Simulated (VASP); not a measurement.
# GaSb (F-43m) in VASP: notebook

Runs on GaSb. Level: PBE. Tasks: single point.

Program: VASP 6.6.1. These are calculated values, not measurements. Logs are shortened: lines on timing, memory, paths and dates and some standing lists are left out, and cuts for length are marked.

**Experimental background.**

From a printed reference work, data compilation, for a bulk crystal of GaSb at 4.2 K: band gap 0.811 eV (direct).

How close the calculation comes is told below.

## (1) The cell of the first run

It takes space group F-43m (No. 216, cubic). Conventional cell: a = 6.118 Å, b = 6.118 Å, c = 6.118 Å, α = 90.00°, β = 90.00°, γ = 90.00°. Ga (site symmetry -43m) has 4 Sb at 2.65 Å within 3.5 Å. Sb (site symmetry -43m) has 4 Ga at 2.65 Å within 3.5 Å.

## (2) Single point, PBE

Contents of INCAR:

```
PREC = Accurate
ENCUT = 520
EDIFF = 1E-7
ISMEAR = 0
SIGMA = 0.05
LREAL = False
LASPH = True
NELM = 80
ALGO = Normal
ISIF = 2
LWAVE = False
LCHARG = True
GGA = PE
LELF = True
LVHAR = True
NBANDS = 16
```

Contents of KPOINTS:

```
regular mesh
0
Gamma
  6 6 6
```

Contents of POSCAR:

```
GaSb
1.0
    0.0000000000      3.0590005565      3.0590005565
    3.0590005565      0.0000000000      3.0590005565
    3.0590005565      3.0590005565      0.0000000000
Ga Sb
1 1
Direct
    0.0000000000      0.0000000000      0.0000000000
    0.7500000000      0.7500000000      0.7500000000
```

Potentials or basis: VASP PAW PBE potentials, release 64 (Ga_d, Sb).

The run is started by

```bash
$ cat potpaw_PBE.64/Ga_d/POTCAR potpaw_PBE.64/Sb/POTCAR > POTCAR
$ mpirun -np 1 vasp_std > vasp.out
```

OUTCAR:

```text
PREC = Accurate
   ENCUT = 520
   EDIFF = 1E-7
   ISMEAR = 0
   LREAL = False
   LASPH = True
   NELM = 80
   ISIF = 2
   GGA = PE

 ion  position               nearest neighbor table
   1  0.000  0.000  0.000-   2 2.65   2 2.65   2 2.65   2 2.65
   2  0.750  0.750  0.750-   1 2.65   1 2.65   1 2.65   1 2.65

  LATTYP: Found a face centered cubic cell.
 ALAT       =     6.1180011130

  Lattice vectors:

 A1 = (   0.0000000000,   3.0590005565,   3.0590005565)
 A2 = (   3.0590005565,   0.0000000000,   3.0590005565)
 A3 = (   3.0590005565,   3.0590005565,   0.0000000000)

Analysis of symmetry for initial positions (statically):
=====================================================================
 Subroutine PRICEL returns:
 Original cell was already a primitive cell.

 Routine SETGRP: Setting up the symmetry group for a
 face centered cubic supercell.

 Subroutine GETGRP returns: Found 24 space group operations
 (whereof 24 operations were pure point group operations)
 out of a pool of 48 trial point group operations.

The static configuration has the point symmetry T_d .

Analysis of symmetry for dynamics (positions and initial velocities):
=====================================================================
 Subroutine PRICEL returns:
 Original cell was already a primitive cell.

 Routine SETGRP: Setting up the symmetry group for a
 face centered cubic supercell.

 Subroutine GETGRP returns: Found 24 space group operations
 (whereof 24 operations were pure point group operations)
 out of a pool of 48 trial point group operations.

The dynamic configuration has the point symmetry T_d .

 Subroutine INISYM returns: Found 24 space group operations
 (whereof 24 operations are pure point group operations),
 and found     1 'primitive' translations

----------------------------------------------------------------------------------------

                                     Primitive cell

  volume of cell :      57.2491

  direct lattice vectors                    reciprocal lattice vectors
     0.000000000  3.059000557  3.059000557    -0.163452079  0.163452079  0.163452079
     3.059000557  0.000000000  3.059000557     0.163452079 -0.163452079  0.163452079
     3.059000557  3.059000557  0.000000000     0.163452079  0.163452079 -0.163452079

  length of vectors
     4.326080074  4.326080074  4.326080074     0.283107305  0.283107305  0.283107305

  position of ions in fractional coordinates (direct lattice)
     0.000000000  0.000000000  0.000000000
[... 68 lines left out ...]
   NELM   =     80;   NELMIN=  2; NELMDL= -5     # of ELM steps
   EDIFF  = 0.1E-06   stopping-criterion for ELM
   LREAL  =      F    real-space projection
   EDIFFG = 0.1E-05   stopping-criterion for IOM
   NSW    =      0    number of steps for IOM
   IBRION =     -1    ionic relax: 0-MD 1-quasi-New 2-CG
   NFREE  =      0    steps in history (QN), initial steepest desc. (CG)
   ISIF   =      2    stress and relaxation
   ISYM   =      2    0-nonsym 1-usesym 2-fastsym
   POTIM  = 0.5000    time-step for ionic-motion
   TEBEG  =    0.0;   TEEND  =   0.0 temperature during run
   PSTRESS=    0.0 pullay stress
   NELECT =      18.0000    total number of electrons
   NUPDOWN=      -1.0000    fix difference up-down
   EMIN   =  10.00;   EMAX   =-10.00  energy-range for DOS
   EFERMI =   0.00;   METHOD = LEGACY
   ISMEAR =     0;   SIGMA  =   0.05  broadening in eV -4-tet -1-fermi 0-gaus
   EFERMI_NEDOS =   21; number of points for ismear=-14 and -15
   IALGO  =     38    algorithm
   IMIX   =      4    mixing-type and parameters
     AMIX     =   0.40;   BMIX     =  1.00
     AMIX_MAG =   1.60;   BMIX_MAG =  1.00
  volume/ion in A,a.u.               =      28.62       193.17
  Fermi-wavevector in a.u.,A,eV,Ry     =   1.113207  2.103657 16.860760  1.239231
  Thomas-Fermi vector in A             =   2.249790
   LORBIT       =      0    0 simple, 1 ext, 2 COOP (PROOUT), +10 PAW based schemes
   GGA     = PE    functional components
   LHFCALC =     F    Hartree Fock is set to
   AEXX    =    0.0000 exact exchange contribution
   IVDW    =     0    specifies the selected vdW correction
   LEPSILON=     F    determine dielectric tensor
   LRPA    =     F    only Hartree local field effects (RPA)
 non-spin polarized calculation
 Gauss-broadening in eV      SIGMA  =   0.05
  energy-cutoff  :      520.00
  volume of cell :       57.25
 maximum number of plane-waves:      1572
   NGX = 17   NGY = 17   NGZ = 17

 number of electron      17.9999986 magnetization

 Free energy of the ion-electron system (eV)
  ---------------------------------------------------
  ext. energy  EPLUGINS =         0.00000000
  ---------------------------------------------------
  free energy    TOTEN  =        -7.32125158 eV

  energy without entropy =       -7.32087717  energy(sigma->0) =       -7.32106437

 E-fermi :   4.9123     XC(G=0):  -9.0836

 val. band max:        4.8778527393   @ k =   0.0000   0.0000   0.0000
 cond. band min:       4.9127236701   @ k =   0.0000   0.0000   0.0000
 fundamental gap:      0.0348709308
 Fermi energy:         4.9122882242

 k-point     1 :       0.0000    0.0000    0.0000
  band No.  band energies     occupation
      1     -10.1647      2.00000
      2     -10.1647      2.00000
      3     -10.1647      2.00000
      4     -10.1152      2.00000
      5     -10.1152      2.00000
      6      -6.5987      2.00000
[... 281 lines left out ...]
      3     -10.1414      2.00000
      4     -10.1230      2.00000
      5     -10.1134      2.00000
      6      -4.1086      2.00000
[... 8 lines left out ...]
     15      14.9062      0.00000
     16      16.2378      0.00000

------------------------ aborting loop because EDIFF is reached ----------------------------------------

  FORCE on cell =-STRESS in cart. coord.  units (eV):
  Direction    XX          YY          ZZ          XY          YZ          ZX
  --------------------------------------------------------------------------------------
  -------------------------------------------------------------------------------------
  Total        0.8742370      0.8742370      0.8742370     -0.0000000      0.0000000     -0.0000000
  in kB       24.4664568     24.4664568     24.4664568     -0.0000000      0.0000000     -0.0000000
  external PRESSURE =      24.4664568 kB  Pullay stress =       0.0000000 kB

 VOLUME and BASIS-vectors are now :
 -----------------------------------------------------------------------------
  energy-cutoff  :      520.00
  volume of cell :       57.25
      direct lattice vectors                 reciprocal lattice vectors
     0.000000000  3.059000557  3.059000557    -0.163452079  0.163452079  0.163452079
     3.059000557  0.000000000  3.059000557     0.163452079 -0.163452079  0.163452079
     3.059000557  3.059000557  0.000000000     0.163452079  0.163452079 -0.163452079

 POSITION                                       TOTAL-FORCE (eV/Angst)
 -----------------------------------------------------------------------------------
      0.00000      0.00000      0.00000         0.000000      0.000000      0.000000
      4.58850      4.58850      4.58850        -0.000000     -0.000000     -0.000000
 -----------------------------------------------------------------------------------
    total drift:                               -0.000002     -0.000002     -0.000002

  FREE ENERGIE OF THE ION-ELECTRON SYSTEM (eV)
  ---------------------------------------------------
  free  energy   TOTEN  =        -7.3212515752 eV

  energy  without entropy=       -7.3208771702  energy(sigma->0) =       -7.32106437
```

OSZICAR:

```text
N       E                     dE             d eps       ncg     rms          rms(c)
DAV:   1     0.895091479519E+02    0.89509E+02   -0.87731E+03   512   0.144E+03
DAV:   2    -0.334357155694E+00   -0.89844E+02   -0.86676E+02   616   0.314E+02
DAV:   3    -0.725225651490E+01   -0.69179E+01   -0.69043E+01   608   0.672E+01
DAV:   4    -0.737511510164E+01   -0.12286E+00   -0.12285E+00   640   0.103E+01
DAV:   5    -0.737792179615E+01   -0.28067E-02   -0.28067E-02   592   0.138E+00    0.321E+00
DAV:   6    -0.733298342908E+01    0.44938E-01   -0.64503E-02   752   0.394E+00    0.191E+00
DAV:   7    -0.731961475019E+01    0.13369E-01   -0.38896E-02   584   0.156E+00    0.360E-01
DAV:   8    -0.732068388521E+01   -0.10691E-02   -0.44825E-03   680   0.749E-01    0.867E-02
DAV:   9    -0.732119845719E+01   -0.51457E-03   -0.70615E-04   624   0.209E-01    0.333E-02
DAV:  10    -0.732122926415E+01   -0.30807E-04   -0.39514E-05   656   0.399E-02    0.904E-03
DAV:  11    -0.732125086919E+01   -0.21605E-04   -0.29000E-05   608   0.345E-02    0.694E-03
DAV:  12    -0.732125162704E+01   -0.75785E-06   -0.14435E-06   632   0.860E-03    0.627E-04
DAV:  13    -0.732125150964E+01    0.11740E-06   -0.50690E-08   496   0.226E-03    0.255E-04
DAV:  14    -0.732125157524E+01   -0.65601E-07   -0.16497E-08   456   0.106E-03
   1 F= -.73212516E+01 E0= -.73210644E+01  d E =-.374405E-03
```

Wall time 16 s (1 thread of Intel Xeon 8259CL, shared host); peak memory 0.18 GiB.

Results:

```yaml
Free_energy: -7.3213 eV
Pressure: 2.4 GPa
Band_gap_on_the_k_mesh: 0.03 eV, direct
```

Levels at points of the mesh, in eV from the valence-band top:
```csv
k point,band 7,band 8,band 9,band 10,band 11,band 12
"(0.00, 0.00, 0.00)",0.00,0.00,0.00,0.03,2.77,2.77
"(0.50, 0.00, 0.00)",-6.37,-1.16,-1.16,0.40,3.74,3.74
"(0.50, 0.50, 0.00)",-6.82,-2.58,-2.58,0.90,1.25,8.68
```

Caveat: spin-orbit coupling is left out, which moves the levels of the heavy elements.

## (3) Single point, PBE

Contents of INCAR:

```
SYSTEM = GaSb
PREC     = Accurate       ! precision mode
ENCUT    = 520            ! plane-wave cutoff, eV
EDIFF    = 1E-6           ! SCF threshold, eV
ISMEAR   = 0              ! smearing method
SIGMA    = 0.05           ! smearing width, eV
LREAL    = .False.        ! projectors in reciprocal space
LASPH    = .True.         ! aspherical terms in the spheres
NELM     = 60             ! most SCF steps
ALGO     = Normal         ! electronic algorithm
ISIF     = 2              ! what is computed and relaxed
LWAVE    = .False.        ! write WAVECAR
LCHARG   = .False.        ! write CHGCAR
GGA      = PE             ! functional
NBANDS   = 16             ! bands
```

Contents of KPOINTS:

```
regular mesh
0
Gamma
  6 6 6
  0 0 0
```

POSCAR is that of step 2.

Potentials or basis: VASP PAW PBE potentials, release 64 (Ga_d, Sb).

The run is started by

```bash
$ cat potpaw_PBE.64/Ga_d/POTCAR potpaw_PBE.64/Sb/POTCAR > POTCAR
$ mpirun -np 1 vasp_std > vasp.out
```

Run time: 15 s. Hardware: 1 thread of Intel Xeon 8259CL, shared host; peak memory 0.18 GiB.

Results (log left out):

| Item | Value |
| --- | --- |
| Free energy | -7.3213 eV |
| Pressure | 2.4 GPa |
| Band gap on the k mesh | 0.03 eV, direct |

Levels at points of the mesh, in eV from the valence-band top:
```csv
k point,band 7,band 8,band 9,band 10,band 11,band 12
"(0.00, 0.00, 0.00)",0.00,0.00,0.00,0.03,2.77,2.77
"(0.50, 0.00, 0.00)",-6.37,-1.16,-1.16,0.40,3.74,3.74
"(0.50, 0.50, 0.00)",-6.82,-2.58,-2.58,0.90,1.25,8.68
```

Caveat: spin-orbit coupling is left out, which moves the levels of the heavy elements.

## (4) How close it comes

Step 2. Against the measured gap of GaSb, 0.811 eV (direct; 4.2 K; a printed reference work, data compilation), the calculated 0.03 eV is off by -0.78 eV. Spin-orbit coupling on Ga, Sb is left out. The value is that of PBE on a finite k mesh, which can miss the band edges, without temperature or zero-point motion. Semilocal functionals fall short of measured gaps as a rule.

Step 3. Measured gap of GaSb: 0.811 eV (direct; 4.2 K; a printed reference work, data compilation). This calculation gives 0.03 eV (-0.78 eV). Spin-orbit coupling on Ga, Sb is left out. The value is that of PBE on a finite k mesh, which can miss the band edges, without temperature or zero-point motion. Semilocal functionals fall short of measured gaps as a rule.
